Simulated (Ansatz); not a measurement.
Crystal: CdF2.

```xyz
3
Lattice="0.0000 2.6940 2.6940 2.6940 0.0000 2.6940 2.6940 2.6940 0.0000" Properties=species:S:1:pos:R:3 pbc="T T T"
Cd    0.0000    0.0000    0.0000
F     4.0410    4.0410    4.0410
F     1.3470    1.3470    1.3470
```

Base run:

```yaml
Program: Ansatz 0.2.0
Functional: PBEsol
Potentials_or_basis: Ansatz PAW
Cutoff: "420 eV (not typed: the program's choice for these potentials)"
k_mesh: 7 × 7 × 7
Occupations: fermi-dirac, width 0.05 eV
Spin: spin-orbit coupling, no magnetisation
```

Its results: band gap on the k mesh 2.99 eV, indirect (least direct gap 3.34 eV); pressure -0.3 GPa.

Question: The run is repeated on the same cell with these changes: functional from PBEsol to LDA. What comes out?

Answer: Band gap on the k mesh 2.87 eV, indirect (least direct gap 3.20 eV); pressure -5.7 GPa.

LDA binds more tightly than PBEsol, so the same cell stands under less pressure.

Caveats: the k mesh misses the band edges, so the gap on the mesh is wider than the one along the path; the PAW data sets come from PBE, with cores solved anew for the run's functional, which leaves a small shift of forces and pressure.
